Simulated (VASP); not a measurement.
# GaSb (F-43m) in VASP: settings compared, part 2 of 2

VASP 6.6.1.

### 6 Single point, LDA

This run uses another cell than the first one, of 27.48 Å³/atom, 0.960 times its volume.

Input file INCAR:

```
SYSTEM = GaSb
PREC = Accurate ; ENCUT = 520
EDIFF = 1E-6 ; ISMEAR = -1
SIGMA = 0.05 ; LREAL = .FALSE.
LASPH = .TRUE. ; NELM = 100
ALGO = Normal ; ISIF = 2
LWAVE = .FALSE. ; LCHARG = .TRUE.
LELF = .TRUE. ; LVHAR = .TRUE.
NBANDS = 16
```

Input file KPOINTS:

```
regular mesh
0
G
  8 8 8
  0 0 0
```

Input file POSCAR:

```
GaSb
1.0
    0.0000000000      3.0176570942      3.0176570942
    3.0176570942      0.0000000000      3.0176570942
    3.0176570942      3.0176570942      0.0000000000
Sb Ga
1 1
Direct
    0.7500000000      0.7500000000      0.7500000000
    0.0000000000      0.0000000000      0.0000000000
```

Potentials or basis: VASP PAW LDA potentials, release 64 (Sb, Ga_d).

On the command line:

```
$ cat potpaw_LDA.64/Sb/POTCAR potpaw_LDA.64/Ga_d/POTCAR > POTCAR
$ mpirun -np 1 vasp_std > vasp.out
```

OUTCAR:

```text
SYSTEM = GaSb
   PREC = Accurate
   ENCUT = 520
   EDIFF = 1E-6
   ISMEAR = -1
   LREAL = .FALSE.
   LASPH = .TRUE.
   NELM = 100
   ISIF = 2

 ion  position               nearest neighbor table
   1  0.750  0.750  0.750-   2 2.61   2 2.61   2 2.61   2 2.61
   2  0.000  0.000  0.000-   1 2.61   1 2.61   1 2.61   1 2.61

  LATTYP: Found a face centered cubic cell.
 ALAT       =     6.0353141884

  Lattice vectors:

 A1 = (   0.0000000000,   3.0176570942,   3.0176570942)
 A2 = (   3.0176570942,   0.0000000000,   3.0176570942)
 A3 = (   3.0176570942,   3.0176570942,   0.0000000000)

Analysis of symmetry for initial positions (statically):
=====================================================================
 Subroutine PRICEL returns:
 Original cell was already a primitive cell.

 Routine SETGRP: Setting up the symmetry group for a
 face centered cubic supercell.

 Subroutine GETGRP returns: Found 24 space group operations
 (whereof 24 operations were pure point group operations)
 out of a pool of 48 trial point group operations.

The static configuration has the point symmetry T_d .

[... 153 lines left out ...]
  ext. energy  EPLUGINS =         0.00000000
  ---------------------------------------------------
  free energy    TOTEN  =        -8.66570005 eV

  energy without entropy =       -8.66536526  energy(sigma->0) =       -8.66553265

 E-fermi :   5.2260     XC(G=0):  -9.5727

 val. band max:        5.1105917687   @ k =   0.0000   0.0000   0.0000
 cond. band min:       5.2789813397   @ k =   0.0000   0.0000   0.0000
 fundamental gap:      0.1683895710
 Fermi energy:         5.2260489208

 k-point     1 :       0.0000    0.0000    0.0000
  band No.  band energies     occupation
      1     -10.1220      2.00000
      2     -10.1220      2.00000
      3     -10.1220      2.00000
      4     -10.0662      2.00000
      5     -10.0662      2.00000
      6      -6.6969      2.00000
[... 433 lines left out ...]
      3     -10.1028      2.00000
      4     -10.0699      2.00000
      5     -10.0662      2.00000
      6      -4.5938      2.00000
[... 8 lines left out ...]
     15      14.7188      0.00000
     16      15.3478      0.00000

 [... further k-points ...]
[... 5 lines left out ...]
  --------------------------------------------------------------------------------------
  -------------------------------------------------------------------------------------
  Total        0.1949681      0.1949681      0.1949681     -0.0000000     -0.0000000     -0.0000000
  in kB        5.6837449      5.6837449      5.6837449     -0.0000000     -0.0000000     -0.0000000
  external PRESSURE =       5.6837449 kB  Pullay stress =       0.0000000 kB

 VOLUME and BASIS-vectors are now :
 -----------------------------------------------------------------------------
  energy-cutoff  :      520.00
  volume of cell :       54.96
      direct lattice vectors                 reciprocal lattice vectors
     0.000000000  3.017657094  3.017657094    -0.165691457  0.165691457  0.165691457
     3.017657094  0.000000000  3.017657094     0.165691457 -0.165691457  0.165691457
     3.017657094  3.017657094  0.000000000     0.165691457  0.165691457 -0.165691457

 POSITION                                       TOTAL-FORCE (eV/Angst)
 -----------------------------------------------------------------------------------
      4.52649      4.52649      4.52649         0.000000      0.000000      0.000000
      0.00000      0.00000      0.00000        -0.000000     -0.000000     -0.000000
 -----------------------------------------------------------------------------------
    total drift:                               -0.000000     -0.000000     -0.000001

  FREE ENERGIE OF THE ION-ELECTRON SYSTEM (eV)
  ---------------------------------------------------
  free  energy   TOTEN  =        -8.6657000498 eV

  energy  without entropy=       -8.6653652551  energy(sigma->0) =       -8.66553265
```

OSZICAR:

```text
N       E                     dE             d eps       ncg     rms          rms(c)
DAV:   1     0.839621870540E+02    0.83962E+02   -0.86052E+03   944   0.141E+03
DAV:   2    -0.201006807684E+01   -0.85972E+02   -0.82658E+02  1096   0.305E+02
DAV:   3    -0.866969227737E+01   -0.66596E+01   -0.66416E+01  1072   0.666E+01
DAV:   4    -0.879474368316E+01   -0.12505E+00   -0.12503E+00  1232   0.102E+01
DAV:   5    -0.879751691312E+01   -0.27732E-02   -0.27732E-02  1120   0.137E+00    0.347E+00
DAV:   6    -0.870377433233E+01    0.93743E-01   -0.73507E-02  1384   0.426E+00    0.202E+00
DAV:   7    -0.866585800135E+01    0.37916E-01   -0.53124E-02  1064   0.177E+00    0.298E-01
DAV:   8    -0.866562773348E+01    0.23027E-03   -0.48786E-03  1128   0.813E-01    0.108E-01
DAV:   9    -0.866570657600E+01   -0.78843E-04   -0.35051E-04  1128   0.160E-01    0.423E-02
DAV:  10    -0.866569807814E+01    0.84979E-05   -0.18993E-05  1248   0.378E-02    0.141E-02
DAV:  11    -0.866570008459E+01   -0.20064E-05   -0.44729E-06  1088   0.193E-02    0.574E-03
DAV:  12    -0.866570004979E+01    0.34792E-07   -0.21956E-07   712   0.361E-03
   1 F= -.86657000E+01 E0= -.86655327E+01  d E =-.334795E-03
```

stdout:

```text
POSCAR found type information on POSCAR SbGa
 POSCAR found :  2 types and       2 ions
 scaLAPACK will be used
 LDA part: xc-table for (Slater(with rela. corr.)+CA(PZ))
 , standard interpolation
 POSCAR, INCAR and KPOINTS ok, starting setup
 FFT: planning ... GRIDC
 FFT: planning ... GRID_SOFT
 FFT: planning ... GRID
 WAVECAR not read
 entering main loop
```

It took 13 s on 1 thread of Intel Xeon Platinum 8488C (Sapphire Rapids), shared host; peak memory 0.16 GiB.

What came out:

| Property | Result |
| --- | --- |
| Free energy | -8.6657 eV |
| Pressure | 0.6 GPa |
| Band gap on the k mesh | 0.17 eV, direct |

Levels at points of the mesh, in eV from the valence-band top:
```
           k point  band 6  band 7  band 8  band 9  band 10  band 11  band 12  band 13
(0.00, 0.00, 0.00)  -11.81    0.00    0.00    0.00     0.17     2.74     2.74     2.74
(0.50, 0.00, 0.00)  -10.08   -6.61   -1.22   -1.22     0.38     3.71     3.71     6.28
(0.50, 0.50, 0.00)   -9.19   -7.04   -2.72   -2.72     0.79     1.09     8.84     8.84
```

Caveat: spin-orbit coupling is left out, which moves the levels of the heavy elements.

### 7 The runs side by side

```csv
level,potentials or basis,cell,gap on the mesh (eV),pressure (GPa)
BLYP,"VASP PAW PBE potentials, release 64 (Sb, Ga_d)","a = 4.326 Å, angles 60.0°, 2 atoms",none,5.6
PBEsol+D3(BJ),"VASP PAW PBE potentials, release 64 (Sb, Ga_d)","a = 4.238 Å, angles 60.0°, 2 atoms",0.44,1.6
LDA,"VASP PAW LDA potentials, release 64 (Sb, Ga_d)","a = 4.238 Å, angles 60.0°, 2 atoms",0.32,1.8
PBEsol+D3(BJ),"VASP PAW PBE potentials, release 64 (Sb, Ga_d)","a = 4.268 Å, angles 60.0°, 2 atoms",0.28,0.3
LDA,"VASP PAW LDA potentials, release 64 (Sb, Ga_d)","a = 4.268 Å, angles 60.0°, 2 atoms",0.17,0.6
```

Alike in all rows: task single point; no spin polarisation; k mesh 8 × 8 × 8; cutoff (eV) 520; smearing fermi-dirac 0.05 eV.

Caveats: spin-orbit coupling is left out, which moves the levels of the heavy elements; the PAW data sets were made with another functional, which shifts forces and pressure a little (some runs).

Absolute energies hang on the potentials; compare differences alone.

### 8 Comparison with measurements

Step 3. Measured gap of GaSb: 0.811 eV (direct; 4.2 K; a printed reference work, data compilation). This calculation gives 0.44 eV (-0.37 eV). Spin-orbit coupling on Ga, Sb is left out. The value is that of PBEsol+D3(BJ) on a finite k mesh, which can miss the band edges, without temperature or zero-point motion. Semilocal functionals fall short of measured gaps as a rule.

Step 4. Against the measured gap of GaSb, 0.811 eV (direct; 4.2 K; a printed reference work, data compilation), the calculated 0.32 eV is off by -0.49 eV. Spin-orbit coupling on Ga, Sb is left out. The value is that of LDA on a finite k mesh, which can miss the band edges, without temperature or zero-point motion. Semilocal functionals fall short of measured gaps as a rule.

Step 5. A measured gap of GaSb is 0.811 eV (direct; 4.2 K; a printed reference work, data compilation); the calculated 0.28 eV misses it by -0.53 eV. Spin-orbit coupling on Ga, Sb is left out. The value is that of PBEsol+D3(BJ) on a finite k mesh, which can miss the band edges, without temperature or zero-point motion. Semilocal functionals fall short of measured gaps as a rule.

Step 6. Measured gap of GaSb: 0.811 eV (direct; 4.2 K; a printed reference work, data compilation). This calculation gives 0.17 eV (-0.64 eV). Spin-orbit coupling on Ga, Sb is left out. The value is that of LDA on a finite k mesh, which can miss the band edges, without temperature or zero-point motion. Semilocal functionals fall short of measured gaps as a rule.
